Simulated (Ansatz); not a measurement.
The system is TePb.

```
CELL_PARAMETERS angstrom
0.00000 3.23100 3.23100
3.23100 0.00000 3.23100
3.23100 3.23100 0.00000
ATOMIC_POSITIONS crystal
Pb 0.00000 0.00000 0.00000
Te 0.50000 0.50000 0.50000
```

Base run:

```yaml
Program: Ansatz 0.2.0
Functional: PBEsol
Potentials_or_basis: all-electron LAPW, non-relativistic
Cutoff: 178 eV (chosen from the basis error)
Basis_error_allowed: 0.001 eV/atom
k_mesh: 7 × 7 × 7
Occupations: fermi-dirac, width 0.05 eV
Spin: no spin polarisation
```

Its results: pressure 0.7 GPa.

Problem. The run is repeated on the same cell with these changes: potentials or basis from all-electron LAPW, non-relativistic to all-electron LAPW, inner shells corrected to Dirac's equation. What comes out?

Solution. Pressure -0.4 GPa.

Caveats: relativity is left out, which matters for the heavier elements (some runs).
